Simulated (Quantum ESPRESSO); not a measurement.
Ag:

```
Ag
1.0
     2.93000    0.00000    0.00000
    -1.46500    2.53745    0.00000
     0.00000    0.00000    4.79000
Ag
2
Direct
  0.66667 0.33333 0.75000
  0.33333 0.66667 0.25000
```

This isn't the form of Ag at room conditions, which is fcc.

```yaml
Program: Quantum ESPRESSO 7.5
Task: phonons and electron-phonon coupling
Functional: LDA
Potentials_or_basis: GBRV 1.5 LDA
Cutoff: 762 eV
Density_cutoff: 6095 eV
k_mesh: 8 × 8 × 5
Occupations: methfessel-paxton, width 0.272 eV
Spin: no spin polarisation
Form_of_the_LDA_correlation: PZ81
Mixing_beta: 0.5
Most_SCF_iterations: 120
SCF_threshold: 4e-10 Ry
q_mesh: 2 × 2 × 1
```

The cell and the atoms were relaxed first, to 15.99 Å³/atom (a = 2.840 Å, b = 2.840 Å, c = 4.580 Å, α = 90.00°, β = 90.00°, γ = 120.00°), and the response was taken there.

```xyz
2
Lattice="2.8398 0.0000 0.0000 -1.4199 2.4593 0.0000 0.0000 0.0000 4.5802" Properties=species:S:1:pos:R:3 pbc="T T T"
Ag    1.4199    0.8198    3.4352
Ag    0.0000    1.6396    1.1451
```

Problem. Is this structure dynamically stable at this level, and how far does the spectrum reach?

Solution. Yes, as far as this q mesh shows: no mode on the path is imaginary. The highest frequency is 197 cm⁻¹.

Phonon frequencies at the corners of the path (cm⁻¹, interpolated; i marks imaginary ones):
| point | frequencies |
| --- | --- |
| Γ | 0 0 0 76 76 197 |
| M | 76 99 123 150 163 181 |
| K | 126 126 128 149 149 167 |
| A | 54 54 54 54 140 140 |
| L | 102 102 127 127 172 172 |
| H | 126 126 149 149 149 149 |

Harmonic thermodynamics per atom at this volume (zero-point energy 22.7 meV, Debye temperature from the second moment 236 K):
| T (K) | free energy (meV) | entropy (k_B) | heat capacity Cv (k_B) |
| --- | --- | --- | --- |
| 50 | 22.0 | 0.58 | 1.24 |
| 100 | 16.8 | 1.84 | 2.31 |
| 200 | -7.5 | 3.64 | 2.80 |
| 298.15 | -43.4 | 4.78 | 2.91 |
| 500 | -140.8 | 6.30 | 2.97 |
| 800 | -323.2 | 7.70 | 2.99 |

Phonon states per cell in windows of 10 cm⁻¹ (negative: imaginary):
| from (cm⁻¹) | total |
| --- | --- |
| 0 | 0.00 |
| 10 | 0.01 |
| 20 | 0.02 |
| 30 | 0.04 |
| 40 | 0.07 |
| 50 | 0.12 |
| 60 | 0.18 |
| 70 | 0.29 |
| 80 | 0.41 |
| 90 | 0.47 |
| 100 | 0.56 |
| 110 | 0.61 |
| 120 | 0.57 |
| 130 | 0.50 |
| 140 | 0.54 |
| 150 | 0.69 |
| 160 | 0.58 |
| 170 | 0.28 |
| 180 | 0.06 |
| 190 | 0.02 |

A q mesh this small can miss soft modes between its points.

Caveat: the mesh is thin for the phonons of a metal; λ from interpolated matrix elements is rough: modes that symmetry makes equal can differ by tens of percent; the q mesh is small, so phonon branches between its points and thermal values are rough.
